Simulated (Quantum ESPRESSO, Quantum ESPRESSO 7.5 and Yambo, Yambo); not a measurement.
## A GW chain in Yambo: CdS (Hawleyite)

How does a plane-wave GW calculation on CdS (Hawleyite) run from the first input to the gap?

Calculated with Quantum ESPRESSO 7.5 and Yambo 5.3.0; PBE and many-body steps on it, plane waves.

**Experimental background.**

- Gap 2.42 eV: optical gap from inflexion point of photoacoustic spectrum, as-grown film; photoacoustic spectroscopy; film (as-grown chemical bath deposited film, about 0.25 um thick, deposited at 80 C) (“Study of the band--gap shift in CdS films: Influence of thermal annealing in different atmospheres”, 1995, arxiv:cond-mat/9501125).

### Step 1. The structure

The structure is cubic, space group F-43m (No. 216). The conventional cell has a = 5.833 Å, b = 5.833 Å, c = 5.833 Å, α = 90.00°, β = 90.00°, γ = 90.00°. Cd has 4 S at 2.53 Å nearest. Nearest to S lie 4 Cd at 2.53 Å. Farther neighbours and most contacts between anions are not listed.

The cell and positions come from the Crystallography Open Database and are kept as given unless a step says otherwise.

### Step 2. Ground state

This step: Quantum ESPRESSO 7.5; DFT, PBE, plane waves, norm-conserving pseudopotentials.

The ground-state density comes first.

Input file pw.in:

```
&control
  calculation = 'scf'
  prefix = 'x'
  outdir = 'o'
  pseudo_dir = 'pseudo'
/
&system
  ibrav = 0
  nat = 2
  ntyp = 2
  ecutwfc = 94.0
  nbnd = 18
  force_symmorphic = .true.
/
&electrons
  conv_thr = 1e-10
  electron_maxstep = 80
  mixing_beta = 0.5
/
ATOMIC_SPECIES
  Cd 112.41 Cd.upf
  S 32.06 S.upf
CELL_PARAMETERS angstrom
  -0.0000000000 2.9165000000 2.9165000000
  2.9165000000 -0.0000000000 2.9165000000
  2.9165000000 2.9165000000 -0.0000000000
ATOMIC_POSITIONS crystal
  Cd 0.0000000000 0.0000000000 0.0000000000
  S 0.2500000000 0.2500000000 0.2500000000
K_POINTS automatic
  6 6 6 0 0 0
```

Command:

```bash
> OMP_NUM_THREADS=1 mpirun -n 8 pw.x -nk 8 -in pw.in > pw.out
```

Log:

```text
Program PWSCF v.7.5 starts

     This program is part of the open-source Quantum ESPRESSO suite
     for quantum simulation of materials; please cite
         "P. Giannozzi et al., J. Phys.:Condens. Matter 21 395502 (2009);
         "P. Giannozzi et al., J. Phys.:Condens. Matter 29 465901 (2017);
         "P. Giannozzi et al., J. Chem. Phys. 152 154105 (2020);
     in publications or presentations arising from this work. More details at
     Message from routine setup:
     using ibrav=0 with symmetry is DISCOURAGED, use correct ibrav instead

     G-vector sticks info

     bravais-lattice index     =            0
     lattice parameter (alat)  =       7.7943  a.u.
     unit-cell volume          =     334.8209 (a.u.)^3
     number of atoms/cell      =            2
     number of atomic types    =            2
     number of electrons       =        26.00
     number of Kohn-Sham states=           18
     kinetic-energy cutoff     =      94.0000  Ry
     charge density cutoff     =     376.0000  Ry
     scf convergence threshold =      1.0E-10
     mixing beta               =       0.5000
     number of iterations used =            8  plain     mixing
     Exchange-correlation= PBE
                           (   1   4   3   4   0   0   0)

     celldm(1)=   7.794277  celldm(2)=   0.000000  celldm(3)=   0.000000
     celldm(4)=   0.000000  celldm(5)=   0.000000  celldm(6)=   0.000000

     crystal axes: (cart. coord. in units of alat)
               a(1) = (  -0.000000   0.707107   0.707107 )
               a(2) = (   0.707107  -0.000000   0.707107 )
               a(3) = (   0.707107   0.707107  -0.000000 )

     reciprocal axes: (cart. coord. in units 2 pi/alat)
               b(1) = ( -0.707107  0.707107  0.707107 )
               b(2) = (  0.707107 -0.707107  0.707107 )
               b(3) = (  0.707107  0.707107 -0.707107 )
     Pseudo is Norm-conserving + core correction, Zval = 20.0
     Generated using ONCVPSP code by D. R. Hamann
     Using radial grid of 1368 points,  6 beta functions with:
     Pseudo is Norm-conserving + core correction, Zval =  6.0
     Generated using ONCVPSP code by D. R. Hamann
     Using radial grid of 1146 points,  6 beta functions with:
     Cd               20.00   112.41000     Cd( 1.00)
     S                 6.00    32.06000     S ( 1.00)

     24 Sym. Ops. (no inversion) found

   Cartesian axes

     site n.     atom                  positions (alat units)
         1        Cd     tau(   1) = (   0.0000000   0.0000000   0.0000000  )
         2        S      tau(   2) = (   0.3535534   0.3535534   0.3535534  )

     number of k points=    16
                       cart. coord. in units 2pi/alat
        k(    1) = (   0.0000000   0.0000000   0.0000000), wk =   0.0092593
        k(    2) = (   0.1178511   0.1178511  -0.1178511), wk =   0.0740741
        k(    3) = (   0.2357023   0.2357023  -0.2357023), wk =   0.0740741
        k(    4) = (  -0.3535534  -0.3535534   0.3535534), wk =   0.0370370
        k(    5) = (   0.2357023   0.0000000  -0.0000000), wk =   0.0555556
        k(    6) = (   0.3535534   0.1178511  -0.1178511), wk =   0.2222222
        k(    7) = (  -0.2357023  -0.4714045   0.4714045), wk =   0.2222222
        k(    8) = (  -0.1178511  -0.3535534   0.3535534), wk =   0.2222222
        k(    9) = (   0.0000000  -0.2357023   0.2357023), wk =   0.1111111
        k(   10) = (   0.4714045   0.0000000  -0.0000000), wk =   0.0555556
     [... 4 further rows ...]
        k(   15) = (  -0.1178511  -0.3535534   0.5892557), wk =   0.2222222
        k(   16) = (  -0.7071068   0.2357023   0.0000000), wk =   0.1111111

     Dense  grid:    41151 G-vectors     FFT dimensions: (  50,  50,  50)

     Initial potential from superposition of free atoms

     starting charge      25.9997, renormalised to      26.0000
     Starting wfcs are   14 randomized atomic wfcs +    4 random wfcs

     per-process dynamical memory:    32.6 Mb

     Self-consistent Calculation

     iteration #  1     ecut=    94.00 Ry     beta= 0.50

     Threshold (ethr) on eigenvalues was too large:
     Diagonalizing with lowered threshold

     total energy              =    -372.79995584 Ry
     estimated scf accuracy    <       0.12502222 Ry

     iteration #  2     ecut=    94.00 Ry     beta= 0.50

     total energy              =    -372.83204504 Ry
     estimated scf accuracy    <       0.01171960 Ry

     iteration #  3     ecut=    94.00 Ry     beta= 0.50

     total energy              =    -372.83384825 Ry
     estimated scf accuracy    <       0.00115358 Ry

     iteration #  4     ecut=    94.00 Ry     beta= 0.50

     total energy              =    -372.83393487 Ry
     estimated scf accuracy    <       0.00005019 Ry

     iteration #  5     ecut=    94.00 Ry     beta= 0.50

     total energy              =    -372.83394333 Ry
     estimated scf accuracy    <       0.00000198 Ry

     iteration #  6     ecut=    94.00 Ry     beta= 0.50

     total energy              =    -372.83394406 Ry
     estimated scf accuracy    <       0.00000015 Ry

     iteration #  7     ecut=    94.00 Ry     beta= 0.50

     total energy              =    -372.83394410 Ry
     estimated scf accuracy    <       0.00000008 Ry

     iteration #  8     ecut=    94.00 Ry     beta= 0.50

     total energy              =    -372.83394412 Ry
     estimated scf accuracy    <          4.5E-09 Ry

     iteration #  9     ecut=    94.00 Ry     beta= 0.50

     total energy              =    -372.83394412 Ry
     estimated scf accuracy    <          2.8E-09 Ry

     iteration # 10     ecut=    94.00 Ry     beta= 0.50

     End of self-consistent calculation

          k = 0.0000 0.0000 0.0000 (  5065 PWs)   bands (ev):

   -94.3754 -55.4395 -55.4395 -55.4395  -5.3823  -0.7406  -0.7406  -0.7406
    -0.2616  -0.2616   6.9820   6.9820   6.9820   8.1268  13.5132  13.5132
    13.5132  18.3635

          k = 0.1179 0.1179-0.1179 (  5101 PWs)   bands (ev):

   -94.3755 -55.4396 -55.4395 -55.4395  -5.2758  -0.7029  -0.7029  -0.6409
    -0.2624  -0.2624   5.4756   6.7776   6.7776   9.2894  13.1739  13.8285
    13.8285  17.6039

          k = 0.2357 0.2357-0.2357 (  5135 PWs)   bands (ev):

   -94.3755 -55.4400 -55.4396 -55.4396  -5.0615  -0.6415  -0.6415  -0.2701
    -0.2449  -0.2449   3.5827   6.4053   6.4053   9.9595  13.6990  14.0554
    14.0554  17.9978

          k =-0.3536-0.3536 0.3536 (  5168 PWs)   bands (ev):

     [... further k-points ...]

     highest occupied, lowest unoccupied level (ev):     6.9820    8.1268

!    total energy              =    -372.83394412 Ry
     estimated scf accuracy    <          3.6E-11 Ry

     The total energy is the sum of the following terms:
     one-electron contribution =    -249.52345537 Ry
     hartree contribution      =     130.35028490 Ry
     xc contribution           =     -54.84831516 Ry
     ewald contribution        =    -198.81245849 Ry

     convergence has been achieved in  10 iterations

     XML data file, charge density, pseudopotentials, collected wavefunctions

=------------------------------------------------------------------------------=
   JOB DONE.
=------------------------------------------------------------------------------=
```

Elapsed: 11 s, on 8 MPI ranks of Arm Neoverse V1, shared host; peak memory 0.55 GiB; 70 s of CPU time.

This step gave:

- total energy: -5072.6642 eV
- gap: 1.145 eV
- k of the valence top: 0, 0, 0
- k of the conduction bottom: 0, 0, 0
- least direct gap: 1.145 eV

The gap is direct, at Γ.

### Step 3. Bands along the symmetry lines

Levels along a band path, at the cheap level, show where the edges lie and whether the meshes to come will hold them.

Input file pw.in:

```
&control
  calculation = 'bands'
  prefix = 'x'
  outdir = 'o'
  pseudo_dir = 'pseudo'
/
&system
  ibrav = 0
  nat = 2
  ntyp = 2
  ecutwfc = 94.0
  nbnd = 19
  force_symmorphic = .true.
/
&electrons
  conv_thr = 1e-9
  electron_maxstep = 80
  diago_full_acc = .true.
  diago_thr_init = 5e-6
/
ATOMIC_SPECIES
  Cd 112.41 Cd.upf
  S 32.06 S.upf
CELL_PARAMETERS angstrom
  -0.0000000000 2.9165000000 2.9165000000
  2.9165000000 -0.0000000000 2.9165000000
  2.9165000000 2.9165000000 -0.0000000000
ATOMIC_POSITIONS crystal
  Cd 0.0000000000 0.0000000000 0.0000000000
  S 0.2500000000 0.2500000000 0.2500000000
K_POINTS crystal
  50
  0.00000000 0.00000000 0.00000000 1
  -0.06250000 -0.06250000 0.00000000 1
  -0.12500000 -0.12500000 0.00000000 1
  -0.18750000 -0.18750000 0.00000000 1
  -0.25000000 -0.25000000 0.00000000 1
  -0.31250000 -0.31250000 0.00000000 1
  -0.37500000 -0.37500000 0.00000000 1
  -0.43750000 -0.43750000 0.00000000 1
  -0.50000000 -0.50000000 0.00000000 1
  -0.48437500 -0.48437500 0.03125000 1
  -0.46875000 -0.46875000 0.06250000 1
  -0.45312500 -0.45312500 0.09375000 1
  -0.43750000 -0.43750000 0.12500000 1
  -0.42187500 -0.42187500 0.15625000 1
  -0.40625000 -0.40625000 0.18750000 1
  -0.39062500 -0.39062500 0.21875000 1
  -0.37500000 -0.37500000 0.25000000 1
  -0.37500000 0.00000000 0.37500000 1
  -0.32812500 0.00000000 0.32812500 1
  -0.28125000 0.00000000 0.28125000 1
  -0.23437500 0.00000000 0.23437500 1
  -0.18750000 0.00000000 0.18750000 1
  -0.14062500 0.00000000 0.14062500 1
  -0.09375000 0.00000000 0.09375000 1
  -0.04687500 0.00000000 0.04687500 1
  0.00000000 0.00000000 0.00000000 1
  0.00000000 0.00000000 0.06250000 1
  0.00000000 0.00000000 0.12500000 1
  0.00000000 0.00000000 0.18750000 1
  0.00000000 0.00000000 0.25000000 1
  0.00000000 0.00000000 0.31250000 1
  0.00000000 0.00000000 0.37500000 1
  0.00000000 0.00000000 0.43750000 1
  0.00000000 0.00000000 0.50000000 1
  -0.06250000 -0.03125000 0.46875000 1
  -0.12500000 -0.06250000 0.43750000 1
  -0.18750000 -0.09375000 0.40625000 1
  -0.25000000 -0.12500000 0.37500000 1
  -0.31250000 -0.15625000 0.34375000 1
  -0.37500000 -0.18750000 0.31250000 1
  -0.43750000 -0.21875000 0.28125000 1
  -0.50000000 -0.25000000 0.25000000 1
  -0.50000000 -0.28125000 0.21875000 1
  -0.50000000 -0.31250000 0.18750000 1
  -0.50000000 -0.34375000 0.15625000 1
  -0.50000000 -0.37500000 0.12500000 1
  -0.50000000 -0.40625000 0.09375000 1
  -0.50000000 -0.43750000 0.06250000 1
  -0.50000000 -0.46875000 0.03125000 1
  -0.50000000 -0.50000000 0.00000000 1
```

Log:

```text
[banner, memory and clock lines left out]
Program PWSCF v.7.5 starts

     Atomic positions and unit cell read from directory:
     o/x.save/

     Message from routine setup:
     using ibrav=0 with symmetry is DISCOURAGED, use correct ibrav instead

     G-vector sticks info

     bravais-lattice index     =            0
     lattice parameter (alat)  =       7.7943  a.u.
     unit-cell volume          =     334.8209 (a.u.)^3
     number of atoms/cell      =            2
     number of atomic types    =            2
     number of electrons       =        26.00
     number of Kohn-Sham states=           19
     kinetic-energy cutoff     =      94.0000  Ry
     charge density cutoff     =     376.0000  Ry
     Exchange-correlation= PBE
                           (   1   4   3   4   0   0   0)

     celldm(1)=   7.794277  celldm(2)=   0.000000  celldm(3)=   0.000000
     celldm(4)=   0.000000  celldm(5)=   0.000000  celldm(6)=   0.000000

     crystal axes: (cart. coord. in units of alat)
               a(1) = (  -0.000000   0.707107   0.707107 )
               a(2) = (   0.707107  -0.000000   0.707107 )
               a(3) = (   0.707107   0.707107  -0.000000 )

     reciprocal axes: (cart. coord. in units 2 pi/alat)
               b(1) = ( -0.707107  0.707107  0.707107 )
               b(2) = (  0.707107 -0.707107  0.707107 )
               b(3) = (  0.707107  0.707107 -0.707107 )
     Pseudo is Norm-conserving + core correction, Zval = 20.0
     Generated using ONCVPSP code by D. R. Hamann
     Using radial grid of 1368 points,  6 beta functions with:
     Pseudo is Norm-conserving + core correction, Zval =  6.0
     Generated using ONCVPSP code by D. R. Hamann
     Using radial grid of 1146 points,  6 beta functions with:
     Cd               20.00   112.41000     Cd( 1.00)
     S                 6.00    32.06000     S ( 1.00)

     24 Sym. Ops. (no inversion) found

   Cartesian axes

     site n.     atom                  positions (alat units)
         1        Cd     tau(   1) = (   0.0000000   0.0000000   0.0000000  )
         2        S      tau(   2) = (   0.3535534   0.3535534   0.3535534  )

     number of k points=    50
                       cart. coord. in units 2pi/alat
        k(    1) = (   0.0000000   0.0000000   0.0000000), wk =   0.0400000
        k(    2) = (   0.0000000   0.0000000  -0.0883883), wk =   0.0400000
        k(    3) = (   0.0000000   0.0000000  -0.1767767), wk =   0.0400000
[...]
[... 38 further rows ...]
        k(   49) = (   0.0441942  -0.0000000  -0.7071068), wk =   0.0400000
        k(   50) = (   0.0000000   0.0000000  -0.7071068), wk =   0.0400000

     Dense  grid:    41151 G-vectors     FFT dimensions: (  50,  50,  50)

     The potential is recalculated from file :
     o/x.save/charge-density

     Starting wfcs are   14 randomized atomic wfcs +    5 random wfcs

     Band Structure Calculation

     End of band structure calculation

          k = 0.0000 0.0000 0.0000 (  5065 PWs)   bands (ev):

   -94.3755 -55.4396 -55.4396 -55.4396  -5.3823  -0.7406  -0.7406  -0.7406
    -0.2617  -0.2617   6.9821   6.9821   6.9821   8.1268  13.5133  13.5133
    13.5133  18.3635  18.3637

          k = 0.0000 0.0000-0.0884 (  5101 PWs)   bands (ev):

   -94.3756 -55.4396 -55.4396 -55.4396  -5.3608  -0.7302  -0.7294  -0.7294
[...]
13.6301  17.7952  18.3848

          k = 0.0000 0.0000-0.1768 (  5109 PWs)   bands (ev):

[...]
13.9615  16.8013  18.4471

          k =-0.0000 0.0000-0.2652 (  5117 PWs)   bands (ev):

[...]
k = 0.0000 0.0000-0.3536 (  5105 PWs)   bands (ev):

[...]
k = 0.0000-0.0000-0.4419 (  5149 PWs)   bands (ev):

[...]
k =-0.0000 0.0000-0.5303 (  5157 PWs)   bands (ev):

[...]
k = 0.0000-0.0000-0.6187 (  5161 PWs)   bands (ev):

[...]
k = 0.5303-0.0000-0.5303 (  5174 PWs)   bands (ev):

[...]
k = 0.0000 0.0000 0.0000 (  5065 PWs)   bands (ev):

[...]
k = 0.1326 0.0000-0.7071 (  5162 PWs)   bands (ev):

[...]
k = 0.0884-0.0000-0.7071 (  5158 PWs)   bands (ev):

[...]
k = 0.0442-0.0000-0.7071 (  5146 PWs)   bands (ev):

[...]
17.5480  17.7680  19.1993

          k = 0.0000 0.0000-0.7071 (  5138 PWs)   bands (ev):

   -94.3756 -55.4402 -55.4399 -55.4399  -4.8230  -0.5275  -0.3917  -0.3917
    -0.1747   0.1830   3.0356   5.1070   5.1070  10.5405  11.3369  16.1804
    17.7552  17.7552  19.0782

     XML data file, pseudopotentials, collected wavefunctions
```

Wall time 6 s (8 MPI ranks); peak memory 0.5 GiB; 44 s of CPU time.

Numbers from this step:

```
gap                        : 1.145 eV
k of the valence top       : 0, 0, 0
k of the conduction bottom : 0, 0, 0
least direct gap           : 1.145 eV
```

The gap is 1.145 eV, as in the run before at this level.

The electronic bands at the labelled points (eV, zero at the top of the highest filled band):

```csv
point,band 10,band 11,band 12,band 13,band 14,band 15,band 16,band 17
Γ,-7.24,0.00,0.00,0.00,1.14,6.53,6.53,6.53
halfway,-7.20,-2.31,-1.02,-1.02,3.59,4.82,8.12,8.12
X,-6.80,-3.95,-1.88,-1.88,3.56,4.35,9.20,10.77
halfway,-6.74,-3.94,-2.15,-1.78,3.85,4.66,8.94,10.01
U,-6.67,-3.93,-2.53,-1.52,4.24,5.45,8.48,9.01
jump to K,-6.67,-3.93,-2.53,-1.52,4.24,5.45,8.48,9.01
halfway,-7.19,-2.75,-1.36,-0.42,3.61,6.10,6.75,7.27
Γ,-7.24,0.00,0.00,0.00,1.14,6.53,6.53,6.53
halfway,-7.24,-2.49,-0.40,-0.40,2.78,6.28,7.03,7.03
L,-6.86,-4.39,-0.75,-0.75,3.01,7.00,7.00,7.46
halfway,-6.75,-4.11,-1.93,-1.22,4.38,5.81,7.21,8.35
W,-6.61,-3.89,-2.26,-2.18,5.42,5.43,7.23,8.04
halfway,-6.70,-3.92,-2.08,-2.03,4.26,4.83,8.67,8.94
X,-6.80,-3.95,-1.88,-1.88,3.56,4.35,9.20,10.77
```

[end of part 1 of 3]

[Paths, hosts, dates, memory and timing lines, banners, echoed tables and standing remarks are left out of the program output.]

[Logs are printed without paths, hosts, clocks, repeated set-up lines and the standing remarks that a program may print on its own settings, such as how far it seeks lower states.]

[Runs of the session that timed out or met a known fault of the program may be left out.]

[Hosts, paths, dates, database ids (printed as entryN), source tags and the programs' standing remarks are cut or masked in the printed files.]
